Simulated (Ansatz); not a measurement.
The system is Sn.

```xyz
2
Lattice="0.0000 3.2333 3.2333 3.2333 0.0000 3.2333 3.2333 3.2333 0.0000" Properties=species:S:1:pos:R:3 pbc="T T T"
Sn    4.8253    4.8928    4.8102
Sn    3.2294    3.2375    3.2414
```

This isn't the form of Sn at room conditions, which is tetragonal (white tin).

The cell isn't the ideal one: atoms moved at random, drawn with an rms of 0.05 Å.

```yaml
Program: Ansatz 0.2.0
Task: relaxation of the atoms
Functional: BLYP
Potentials_or_basis: Ansatz NC
Cutoff: "980 eV (not typed: the program's choice for these potentials)"
k_mesh: 6 × 6 × 6
Occupations: methfessel-paxton, width 0.01 eV
Spin: no spin polarisation
```

At the start: volume 33.80 Å³/atom.

Where does the relaxation end?

Over 4 steps the energy falls by 8.6 meV/atom; space group Fd-3m (No. 227, to 0.05 Å).

Step by step:
```
step  energy change (eV)  largest force (eV/Å)
   1              0.0000                0.5122
   2             -0.0170                0.0334
   3             -0.0171                0.0322
   4             -0.0171                0.0001
```

Final structure:
```
Sn
1.0
     0.00000    3.23334    3.23334
     3.23334    0.00000    3.23334
     3.23334    3.23334    0.00000
Sn
2
Direct
  0.75356 0.74188 0.75406
  0.50320 0.49152 0.50369
```

Caveat: the potentials were made for another functional, which shifts forces and pressure; the thresholds are loose for stress.
